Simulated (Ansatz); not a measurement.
RbBr: levels along high-symmetry lines

```
CELL_PARAMETERS angstrom
0.00000 3.45595 3.45595
3.45595 0.00000 3.45595
3.45595 3.45595 0.00000
ATOMIC_POSITIONS crystal
Rb 0.00000 0.00000 0.00000
Br 0.50000 0.50000 0.50000
```

Atom numbers follow the list: Rb1, Br2.

The cell is the one relaxed in the Materials Project (mp-22867), not relaxed further here; entries there can be hypothetical.

Method: DFT, LDA, all-electron LAPW, scalar-relativistic in Ansatz 0.2.0.

Settings: a Γ-centred 6×6×6 k mesh, Fermi–Dirac smearing of 0.03 eV, basis error target 1 meV/atom, no spin polarisation.

Points in fractions of the reciprocal vectors of this cell: Γ (0, 0, 0), X (0.5, 0, 0.5), U (0.625, 0.25, 0.625), K (0.375, 0.375, 0.75), L (0.5, 0.5, 0.5), W (0.5, 0.25, 0.75). The path joins them by straight lines in the order Γ–X–U–K–Γ–L–W–X; legs that retrace an earlier one aren't tabulated. Energies are in eV from the top of the valence band.

(1) Metal or insulator at this level of theory?

(2) Tabulate bands 20 to 27, counted from the lowest band of the run, along the path.

## Answers

(1) An insulator or semiconductor: gap 3.89 eV, direct at Γ.

(2) 
```tsv
k (1/Å)	point	band 20	band 21	band 22	band 23	band 24	band 25	band 26	band 27
0.00	Γ	-8.47	-8.47	0.00	0.00	0.00	3.89	7.04	7.04
0.23		-8.48	-8.45	-0.29	-0.03	-0.03	4.36	6.63	7.42
0.45		-8.50	-8.47	-0.62	-0.10	-0.10	5.27	5.97	8.42
0.68		-8.53	-8.53	-0.59	-0.15	-0.15	5.50	6.19	8.82
0.91	X	-8.54	-8.54	-0.49	-0.16	-0.16	5.34	6.70	8.69
0.99		-8.54	-8.54	-0.49	-0.19	-0.17	5.39	6.76	8.60
1.07		-8.53	-8.53	-0.48	-0.27	-0.19	5.53	6.96	8.36
1.15		-8.53	-8.52	-0.46	-0.38	-0.23	5.76	7.28	8.07
1.23	U	-8.52	-8.50	-0.50	-0.43	-0.26	6.04	7.68	7.77
1.37		-8.54	-8.47	-0.57	-0.40	-0.30	6.31	7.35	7.94
1.51		-8.57	-8.46	-0.60	-0.36	-0.33	6.72	6.85	8.02
1.65		-8.54	-8.47	-0.57	-0.40	-0.30	6.31	7.35	7.94
1.79	K	-8.52	-8.50	-0.50	-0.43	-0.26	6.04	7.68	7.77
2.03		-8.49	-8.46	-0.77	-0.34	-0.31	6.54	7.01	8.19
2.27		-8.47	-8.44	-0.69	-0.27	-0.16	5.58	6.68	7.80
2.51		-8.47	-8.46	-0.28	-0.10	-0.04	4.44	6.81	7.23
2.75	Γ	-8.47	-8.47	0.00	0.00	0.00	3.89	7.04	7.04
2.95		-8.47	-8.46	-0.19	-0.06	-0.06	4.28	6.92	7.22
3.14		-8.47	-8.45	-0.58	-0.18	-0.18	5.17	6.84	7.74
3.34		-8.48	-8.44	-0.89	-0.30	-0.30	6.06	7.07	8.54
3.54	L	-8.48	-8.44	-1.01	-0.35	-0.35	6.40	7.32	9.20
3.70		-8.49	-8.45	-0.95	-0.35	-0.34	6.46	7.25	9.00
3.86		-8.52	-8.46	-0.78	-0.36	-0.33	6.60	7.06	8.47
4.02		-8.57	-8.46	-0.60	-0.36	-0.33	6.72	6.85	8.02
4.18	W	-8.59	-8.46	-0.50	-0.36	-0.36	6.76	6.76	7.86
4.29		-8.57	-8.47	-0.45	-0.42	-0.30	6.19	7.40	7.58
4.41		-8.56	-8.50	-0.46	-0.33	-0.23	5.73	7.17	8.02
4.52		-8.54	-8.53	-0.48	-0.22	-0.18	5.44	6.83	8.50
4.64	X	-8.54	-8.54	-0.49	-0.16	-0.16	5.34	6.70	8.69
```
